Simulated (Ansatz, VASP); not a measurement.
# Two plane-wave programs on AlGaN2

```xyz
4
Lattice="3.4268 0.0000 0.0000 0.0000 3.4268 0.0000 0.0000 0.0000 4.3843" Properties=species:S:1:pos:R:3 pbc="T T T"
Al    1.7134    1.7134    2.1922
Ga    0.0000    0.0000    0.0000
N     1.7134    0.0000    3.2446
N     0.0000    1.7134    1.1397
```

Change from the starting cell: strain +0.1000 x Voigt [1, 1, 0, 0, 0, 0], atoms carried along.

Alike in both runs: task single point; functional LDA; k mesh 8 × 8 × 6; occupations gaussian, width 0.05 eV; no spin polarisation.

|  | VASP | Ansatz |
| --- | --- | --- |
| version | VASP 6.6.1 | Ansatz 0.2.0 |
| potentials or method | VASP PAW LDA potentials, release 64 (Al, Ga_d, N) | scalar-relativistic, plane waves, PAW |
| plane-wave cutoff (eV) | 520 | 420 |
| valence electrons in the cell | 26 | 26 |

|  | VASP | Ansatz | Ansatz less VASP |
| --- | --- | --- | --- |
| gap on the k mesh at the Fermi level (eV) | 1.56 | 1.55 | -0.009 |
| least direct gap on the mesh (eV) | 1.56 | 1.55 | -0.009 |
| pressure (GPa) | -26.5 | -26.9 | -0.39 |
| largest component of the traceless stress (GPa) | 7.54 | 7.58 | +0.044 |
| rms of the force components (eV/Å) | 0.056 | 0.047 | -0.0089 |

Atom by atom the forces differ by 0.009 eV/Å (rms over components).

Caveats: so large a pressure means that the cell lies far from this level's equilibrium, or that cutoff or potentials fall short (VASP).
